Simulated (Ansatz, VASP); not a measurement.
This is a calculation of Zn for VASP 6.6.1.

The input INCAR:

```
SYSTEM = Zn
  PREC = Accurate
  ENCUT = 520
  EDIFF = 1E-7
  ISMEAR = -1
  SIGMA = 0.05
  LREAL = .FALSE.
  LASPH = .TRUE.
  NELM = 60
  ALGO = Normal
  ISIF = 2
  LWAVE = .FALSE.
  LCHARG = .FALSE.
  GGA = PE
  NBANDS = 19
```

KPOINTS

```
Automatic mesh
0
G
  11 11 6
  0 0 0
```

POSCAR

```
Zn
1.0
    2.7223662359      0.0000000000      0.0000000000
   -1.3611831179      2.3576383187      0.0000000000
    0.0000000000      0.0000000000      5.0633972761
Zn
2
Direct
    0.6666666667      0.3333333333      0.7500000000
    0.3333333333      0.6666666667      0.2500000000
```

Potentials or basis: VASP PAW PBE potentials, release 64 (Zn).

Command:

```console
$ cat potpaw_PBE.64/Zn/POTCAR > POTCAR
$ mpirun -np 1 vasp_std > vasp.out
```

Question: Set up the same calculation for Ansatz 0.2.0. Potentials there: Ansatz PAW.

Answer: As run (the cutoff follows the program's own potentials):

input.yaml

```yaml
crystal:
  lattice:
    - [2.7223662359, 0.0, 0.0]
    - [-1.3611831179, 2.3576383187, 0.0]
    - [0.0, 0.0, 5.0633972761]
  atoms:
    - { symbol: Zn, position: [0.6666666667, 0.3333333333, 0.75] }
    - { symbol: Zn, position: [0.3333333333, 0.6666666667, 0.25] }
hamiltonian:
  xc: pbe
  pseudopotentials: { kind: paw }
kpoints:
  mp_grid: { grid: [11, 11, 6] }
scf:
  occupations: { method: fermi_dirac, width: 0.05 }
output:
  forces: true
  stress: true
  eigenvalues: true
```

Potentials or basis: Ansatz PAW.

Command:

```sh
$ ansatz run input.yaml --threads 1 --pin off --max-ram 3584MiB --backend cpu --events-out ev --progress --plain --runs-dir out
```

Both were run:

|  | VASP | Ansatz | Ansatz less VASP |
| --- | --- | --- | --- |
| gap on the k mesh at the Fermi level (eV) | none | none | - |
| pressure (GPa) | -3.9 | -4.2 | -0.25 |
| largest component of the traceless stress (GPa) | 0.37 | 0.48 | +0.115 |

A gap of «none» marks a metal or a gap that the smearing closes. With one functional, cell and mesh, what is left measures potentials, basis and numerics.
